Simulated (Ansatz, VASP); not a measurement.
**CaF2: VASP beside Ansatz**

```
CELL_PARAMETERS angstrom
0.00000 5.51605 5.51605
5.51605 0.00000 5.51605
5.51605 5.51605 0.00000
ATOMIC_POSITIONS crystal
Ca 0.00000 0.00000 0.00000
Ca 0.00000 0.00000 0.50000
Ca 0.00000 0.50000 0.00000
Ca 0.00000 0.50000 0.50000
Ca 0.50000 0.00000 0.00000
Ca 0.50000 0.00000 0.50000
Ca 0.50000 0.50000 0.00000
Ca 0.50000 0.50000 0.50000
F 0.37500 0.37500 0.37500
F 0.37500 0.37500 0.87500
F 0.37500 0.87500 0.37500
F 0.37500 0.87500 0.87500
F 0.87500 0.37500 0.37500
F 0.87500 0.37500 0.87500
F 0.87500 0.87500 0.37500
F 0.87500 0.87500 0.87500
F 0.12500 0.12500 0.12500
F 0.12500 0.12500 0.62500
F 0.12500 0.62500 0.12500
F 0.12500 0.62500 0.62500
F 0.62500 0.12500 0.12500
F 0.62500 0.12500 0.62500
F 0.62500 0.62500 0.12500
F 0.62500 0.62500 0.62500
```

Alike in both runs: task electric field gradients; functional PBE; k mesh 3 × 3 × 3; no spin polarisation.

```csv
,VASP,Ansatz
version,VASP 6.6.1,Ansatz 0.2.0
potentials or method,"VASP PAW PBE potentials, release 64 (Ca_sv, F)","plane-wave PAW, scalar-relativistic"
plane-wave cutoff (eV),520,420
occupations,"gaussian, width 0.01 eV",fixed
valence electrons in the cell,192,192
```

Ansatz gave:

| Property | Result |
| --- | --- |
| gap on the k mesh at the Fermi level (eV) | 7.13 |
| Vzz of the field gradient on the site that differs most (V/Å²) | 0.0 |

What did VASP give for the same quantities?

gap on the k mesh at the Fermi level (eV): 7.10; Vzz of the field gradient on the site that differs most (V/Å²): 0.0.

Expect the measured gap to be larger: semilocal functionals such as PBE lack the derivative discontinuity.
